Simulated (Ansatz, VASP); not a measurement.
**Sn: VASP beside Ansatz**

```xyz
1
Lattice="2.3680 0.0000 0.0000 0.0000 2.3680 0.0000 0.0000 0.0000 2.3680" Properties=species:S:1:pos:R:3 pbc="T T T"
Sn    0.0000    0.0000    0.0000
```

Change from the starting cell: volume scaled by 0.45, crystal datasets.

Alike in both runs: task single point; functional PBE; k mesh 12 × 12 × 12; occupations fermi-dirac, width 0.08 eV; no spin polarisation.

|  | VASP | Ansatz |
| --- | --- | --- |
| version | VASP 6.6.1 | Ansatz 0.2.0 |
| potentials or method | VASP PAW PBE potentials, release 64 (Sn_d), cutoff 520 eV | all-electron PAW with datasets made for the crystal, scalar-relativistic |

Ansatz gave:

- pressure (GPa): 250.7

**Question.** What did VASP give for the same quantities?

**Answer.** Pressure (GPa): 251.8.

Ansatz ran all-electron here, so the differences hold the error of VASP's frozen core and of both bases.

Caveats: the cell as given lies far from equilibrium; so large a pressure means that the cell lies far from this level's equilibrium, or that cutoff or potentials fall short (VASP).
